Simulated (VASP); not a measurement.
# Ru (P6_3/mmc) in VASP: further runs

The runs below take Ru through single point, with PBEsol.

All numbers are computed with VASP 6.6.1; they aren't measurements. Logs are shortened: lines on timing, memory, paths and dates and some standing lists are left out, and cuts for length are marked.

### Step 1. The undisturbed crystal

Symmetry: P6_3/mmc, No. 194, hexagonal system. The conventional cell has a = 2.706 Å, b = 2.706 Å, c = 4.282 Å, α = 90.00°, β = 90.00°, γ = 120.00°. Ru (site symmetry -6m2) is surrounded by 12 Ru at 2.65 to 2.71 Å.

### Step 2. Single point, PBEsol (grid = ENCUT=400 dk=0.35 cell=3x3x2 ISMEAR=1 SIGMA=0.2 LREAL=Auto EDIFF=1e-06)

The input, INCAR:

```
SYSTEM = Ru
  PREC = Accurate
  ENCUT = 400
  EDIFF = 1E-6
  ISMEAR = 1
  SIGMA = 0.2
  LREAL = Auto
  LASPH = .True.
  NELM = 120
  ALGO = Fast
  ISIF = 2
  LWAVE = .False.
  LCHARG = .False.
  GGA = PS
  NBANDS = 288
  NCORE = 1
  KPAR = 2
```

The input, KPOINTS:

```
regular mesh
0
Gamma
  3 3 3
  0 0 0
```

The input, POSCAR:

```
Ru
1.0
    8.1174000000      0.0000000000      0.0000000000
   -4.0587000000      7.0298746128      0.0000000000
    0.0000000000      0.0000000000      8.5638000000
Ru
36
Direct
    0.2222222222      0.1111111111      0.3750000000
    0.2222222222      0.1111111111      0.8750000000
    0.2222222222      0.4444444444      0.3750000000
    0.2222222222      0.4444444444      0.8750000000
    0.2222222222      0.7777777778      0.3750000000
    0.2222222222      0.7777777778      0.8750000000
    0.5555555556      0.1111111111      0.3750000000
    0.5555555556      0.1111111111      0.8750000000
    0.5555555556      0.4444444444      0.3750000000
    0.5555555556      0.4444444444      0.8750000000
    0.5555555556      0.7777777778      0.3750000000
    0.5555555556      0.7777777778      0.8750000000
    0.8888888889      0.1111111111      0.3750000000
    0.8888888889      0.1111111111      0.8750000000
    0.8888888889      0.4444444444      0.3750000000
    0.8888888889      0.4444444444      0.8750000000
    0.8888888889      0.7777777778      0.3750000000
    0.8888888889      0.7777777778      0.8750000000
    0.1111111111      0.2222222222      0.1250000000
    0.1111111111      0.2222222222      0.6250000000
    0.1111111111      0.5555555556      0.1250000000
    0.1111111111      0.5555555556      0.6250000000
    0.1111111111      0.8888888889      0.1250000000
    0.1111111111      0.8888888889      0.6250000000
    0.4444444444      0.2222222222      0.1250000000
    0.4444444444      0.2222222222      0.6250000000
    0.4444444444      0.5555555556      0.1250000000
    0.4444444444      0.5555555556      0.6250000000
    0.4444444444      0.8888888889      0.1250000000
    0.4444444444      0.8888888889      0.6250000000
    0.7777777778      0.2222222222      0.1250000000
    0.7777777778      0.2222222222      0.6250000000
    0.7777777778      0.5555555556      0.1250000000
    0.7777777778      0.5555555556      0.6250000000
    0.7777777778      0.8888888889      0.1250000000
    0.7777777778      0.8888888889      0.6250000000
```

Potentials or basis: VASP PAW PBE potentials, release 64 (Ru_pv).

Run with:

```console
$ cat potpaw_PBE.64/Ru_pv/POTCAR > POTCAR
$ mpirun -np 4 vasp_std > vasp.out
```

OUTCAR:

```text
SYSTEM = Ru
   PREC = Accurate
   ENCUT = 400
   EDIFF = 1E-6
   ISMEAR = 1
   LREAL = Auto
   LASPH = .True.
   NELM = 120
   ISIF = 2
   GGA = PS

 Found      6 irreducible k-points:

 Following reciprocal coordinates:
            Coordinates               Weight
  0.000000  0.000000  0.000000      1.000000
  0.333333  0.000000  0.000000      6.000000
  0.333333  0.333333  0.000000      2.000000
  0.000000  0.000000  0.333333      2.000000
  0.333333  0.000000  0.333333     12.000000
  0.333333  0.333333  0.333333      4.000000
   k-points           NKPTS =      6   k-points in BZ     NKDIM =      6   number of bands    NBANDS=    288
   number of dos      NEDOS =    301   number of ions     NIONS =     36
   total plane-waves  NPLWV = 163296
   dimension x,y,z NGX =    54 NGY =   54 NGZ =   56
   dimension x,y,z NGXF=   108 NGYF=  108 NGZF=  112
   ions per type =              36
   NGX,Y,Z   is equivalent  to a cutoff of  11.06, 11.06, 10.87 a.u.
   NGXF,Y,Z  is equivalent  to a cutoff of  22.12, 22.12, 21.74 a.u.
 SYSTEM =  Ru
   PREC   = accura    normal or accurate (medium, high low for compatibility)
   ISTART =      0    job   : 0-new  1-cont  2-samecut
   ICHARG =      2    charge: 1-file 2-atom 10-const
   ISPIN  =      1    spin polarized calculation?
   LNONCOLLINEAR =      F non collinear calculations
   LSORBIT =      F    spin-orbit coupling
   LASPH  =      T    aspherical Exc in radial PAW
   ENCUT  =  400.0 eV  29.40 Ry    5.42 a.u.  13.24 13.24 13.97*2*pi/ulx,y,z
   NELM   =    120;   NELMIN=  2; NELMDL= -5     # of ELM steps
   EDIFF  = 0.1E-05   stopping-criterion for ELM
   LREAL  =      T    real-space projection
   EDIFFG = 0.1E-04   stopping-criterion for IOM
   NSW    =      0    number of steps for IOM
   IBRION =     -1    ionic relax: 0-MD 1-quasi-New 2-CG
   NFREE  =      0    steps in history (QN), initial steepest desc. (CG)
   ISIF   =      2    stress and relaxation
   ISYM   =      2    0-nonsym 1-usesym 2-fastsym
   POTIM  = 0.5000    time-step for ionic-motion
   TEBEG  =    0.0;   TEEND  =   0.0 temperature during run
   PSTRESS=    0.0 pullay stress
   NELECT =     504.0000    total number of electrons
   NUPDOWN=      -1.0000    fix difference up-down
   EMIN   =  10.00;   EMAX   =-10.00  energy-range for DOS
   EFERMI =   0.00;   METHOD = LEGACY
   ISMEAR =     1;   SIGMA  =   0.20  broadening in eV -4-tet -1-fermi 0-gaus
   EFERMI_NEDOS =   21; number of points for ismear=-14 and -15
   IALGO  =     68    algorithm
   IMIX   =      4    mixing-type and parameters
     AMIX     =   0.40;   BMIX     =  1.00
     AMIX_MAG =   1.60;   BMIX_MAG =  1.00
  volume/ion in A,a.u.               =      13.57        91.61
  Fermi-wavevector in a.u.,A,eV,Ry     =   1.654022  3.125649 37.222674  2.735789
  Thomas-Fermi vector in A             =   2.742361
   LORBIT       =      0    0 simple, 1 ext, 2 COOP (PROOUT), +10 PAW based schemes
   GGA     = PS    functional components
   LHFCALC =     F    Hartree Fock is set to
   AEXX    =    0.0000 exact exchange contribution
   IVDW    =     0    specifies the selected vdW correction
   LEPSILON=     F    determine dielectric tensor
   LRPA    =     F    only Hartree local field effects (RPA)
 non-spin polarized calculation
 RMM-DIIS sequential band-by-band and
 Methfessel and Paxton  Order N= 1 SIGMA  =   0.20
  energy-cutoff  :      400.00
  volume of cell :      488.69
 maximum number of plane-waves:      8889
 NGX is ok and might be reduce to    54
   NGX = 27   NGY = 27   NGZ = 27

 number of electron     504.0000132 magnetization

 Free energy of the ion-electron system (eV)
  ---------------------------------------------------
  ext. energy  EPLUGINS =         0.00000000
  ---------------------------------------------------
  free energy    TOTEN  =      -366.27517025 eV

  energy without entropy =     -366.37154306  energy(sigma->0) =     -366.30729452

 E-fermi :  12.7473     XC(G=0): -14.2821

 val. band max:       12.6914389239   @ k =   0.3333   0.3333   0.0000
 cond. band min:      12.7758686119   @ k =   0.3333   0.3333   0.3333
 fundamental gap:      0.0844296880
 Fermi energy:        12.7472904266

 k-point     1 :       0.0000    0.0000    0.0000
  band No.  band energies     occupation
      1     -30.8889      2.00000
      2     -30.6569      2.00000
      3     -30.6569      2.00000
      4     -30.6569      2.00000
      5     -30.6569      2.00000
      6     -30.6426      2.00000
[... 256 lines left out ...]
    263      13.3650     -0.00011
    264      13.3651     -0.00011

 k-point     2 :       0.3333    0.0000    0.0000
  band No.  band energies     occupation
      1     -30.8473      2.00000
      2     -30.7792      2.00000
      3     -30.7792      2.00000
      4     -30.7318      2.00000
      5     -30.7088      2.00000
      6     -30.7088      2.00000
[... 256 lines left out ...]
    263      13.4210     -0.00002
    264      13.5550     -0.00000

 k-point     3 :       0.3333    0.3333    0.0000
  band No.  band energies     occupation
      1     -30.7716      2.00000
      2     -30.7716      2.00000
      3     -30.7716      2.00000
      4     -30.7716      2.00000
      5     -30.7716      2.00000
      6     -30.7716      2.00000
[... 256 lines left out ...]
    263      13.8918     -0.00000
    264      13.8931     -0.00000

 k-point     4 :       0.0000    0.0000    0.3333
  band No.  band energies     occupation
      1     -30.8162      2.00000
      2     -30.6905      2.00000
      3     -30.6905      2.00000
      4     -30.6905      2.00000
      5     -30.6905      2.00000
      6     -30.6905      2.00000
[... 256 lines left out ...]
    263      13.2362     -0.00296
    264      13.2365     -0.00293

 k-point     5 :       0.3333    0.0000    0.3333
  band No.  band energies     occupation
      1     -30.8020      2.00000
      2     -30.7822      2.00000
      3     -30.7518      2.00000
      4     -30.7319      2.00000
      5     -30.7319      2.00000
      6     -30.6978      2.00000
[... 256 lines left out ...]
    263      13.2965     -0.00072
    264      13.2966     -0.00072

 k-point     6 :       0.3333    0.3333    0.3333
  band No.  band energies     occupation
      1     -30.7886      2.00000
      2     -30.7886      2.00000
      3     -30.7886      2.00000
      4     -30.7393      2.00000
      5     -30.7393      2.00000
      6     -30.7393      2.00000
[... 256 lines left out ...]
    263      13.5089     -0.00000
    264      13.5090     -0.00000
 [bands above 264 left out]

------------------------ aborting loop because EDIFF is reached ----------------------------------------

  FORCE on cell =-STRESS in cart. coord.  units (eV):
  Direction    XX          YY          ZZ          XY          YZ          ZX
  --------------------------------------------------------------------------------------
  -------------------------------------------------------------------------------------
  Total      -22.3560010    -22.3560010    -23.8818445      0.0000000      0.0000000      0.0000000
  in kB      -73.2948839    -73.2948839    -78.2974118      0.0000000      0.0000000      0.0000000
  external PRESSURE =     -74.9623932 kB  Pullay stress =       0.0000000 kB

 VOLUME and BASIS-vectors are now :
 -----------------------------------------------------------------------------
  energy-cutoff  :      400.00
  volume of cell :      488.69
      direct lattice vectors                 reciprocal lattice vectors
     8.117400000  0.000000000  0.000000000     0.123192155  0.071125024  0.000000000
    -4.058700000  7.029874613  0.000000000     0.000000000  0.142250048  0.000000000
     0.000000000  0.000000000  8.563800000     0.000000000  0.000000000  0.116770592

 POSITION                                       TOTAL-FORCE (eV/Angst)
 -----------------------------------------------------------------------------------
      1.35290      0.78110      3.21143         0.000000     -0.000000      0.000000
      1.35290      0.78110      7.49333         0.000000      0.000000     -0.000000
      0.00000      3.12439      3.21143         0.000000      0.000000      0.000000
      0.00000      3.12439      7.49333         0.000000      0.000000     -0.000000
     -1.35290      5.46768      3.21143         0.000000      0.000000      0.000000
     -1.35290      5.46768      7.49333         0.000000     -0.000000     -0.000000
[... 28 lines left out ...]
      2.70580      6.24878      1.07048        -0.000000     -0.000000      0.000000
      2.70580      6.24878      5.35238        -0.000000     -0.000000     -0.000000
 -----------------------------------------------------------------------------------
    total drift:                                0.000000      0.000000      0.000000

  FREE ENERGIE OF THE ION-ELECTRON SYSTEM (eV)
  ---------------------------------------------------
  free  energy   TOTEN  =      -366.2751702518 eV

  energy  without entropy=     -366.3715430593  energy(sigma->0) =     -366.30729452
```

Wall time 4.2 min (4 MPI ranks of Intel Xeon 6975P-C (Granite Rapids), shared host); peak memory 0.43 GiB.

The run converged, but some of its settings lie outside the range that counts as converged, so its numbers aren't taken as properties of the crystal.

Results:

```
Free energy            : -366.2752 eV
Pressure               : -7.5 GPa
Band gap on the k mesh : none (metal or under the smearing width)
```

Caveat: the PAW data sets were made with another functional, which shifts forces and pressure a little.

### Step 3. Single point, PBEsol (grid = ENCUT=400 dk=0.35 cell=3x3x2 ISMEAR=1 SIGMA=0.1 LREAL=Auto EDIFF=0.0001)

INCAR, as its differences from that of step 2:

```diff
@@ -3,5 +3,5 @@
   ENCUT = 400
-  EDIFF = 1E-6
+  EDIFF = 1E-4
   ISMEAR = 1
-  SIGMA = 0.2
+  SIGMA = 0.1
   LREAL = Auto
```

KPOINTS is that of step 2.

POSCAR is that of step 2.

Potentials or basis: VASP PAW PBE potentials, release 64 (Ru_pv).

Run with:

```console
$ cat potpaw_PBE.64/Ru_pv/POTCAR > POTCAR
$ mpirun -np 4 vasp_std > vasp.out
```

Run time: 3.3 min. Hardware: 4 MPI ranks of Intel Xeon 6975P-C (Granite Rapids), shared host; peak memory 0.44 GiB.

The run converged, but some of its settings lie outside the range that counts as converged, so its numbers aren't taken as properties of the crystal.

What came out:

- Free energy: -366.3095 eV
- Pressure: -7.4 GPa
- Band gap on the k mesh: none (metal or under the smearing width)

Caveat: the PAW data sets were made with another functional, which shifts forces and pressure a little.

[end of part 1 of 2]
